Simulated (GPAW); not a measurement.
BaH2:

```
Ba H
1.0
     4.46203    0.00000    0.00000
    -2.23101    3.86423    0.00000
     0.00000    0.00000    6.05529
Ba H
2 4
Direct
  0.33333 0.66667 0.25000
  0.66667 0.33333 0.75000
  0.00000 0.00000 0.00000
  0.00000 0.00000 0.50000
  0.66667 0.33333 0.25000
  0.33333 0.66667 0.75000
```

The cell comes from a database or a generator and needn't be the stable form of this composition.

Base run:

```yaml
Program: GPAW 26.7.0
Functional: PBEsol
Potentials_or_basis: PAW data sets generated in the run's folder for this functional
Cutoff: 600 eV
Basis: pw
k_mesh: 6 × 6 × 4
Occupations: fermi-dirac, width 0.05 eV
Spin: no spin polarisation
```

Its results: band gap on the k mesh 1.46 eV, indirect (least direct gap 2.52 eV); pressure -2.0 GPa.

Problem. After a change of settings the same cell gave: band gap on the k mesh 2.16 eV, indirect (least direct gap 3.19 eV); pressure -0.3 GPa. Which change was it?
A. k mesh from 6 × 6 × 4 to 7 × 7 × 5; spin from no spin polarisation to spin-orbit coupling, no magnetisation
B. functional from PBEsol to LDA; potentials or basis from PAW data sets generated in the run's folder for this functional to the program's PAW data sets (release 1.2.1) made for this functional
C. functional from PBEsol to r2SCAN; potentials or basis from PAW data sets generated in the run's folder for this functional to GPAW PAW data sets (gpaw-data 1.2.1)

Solution. C.

Caveats: spin-orbit coupling is left out, which moves the levels of the heavy elements; the PAW data sets were made with another functional, which shifts forces and pressure a little (some runs).

Not every run made on this cell is shown here.
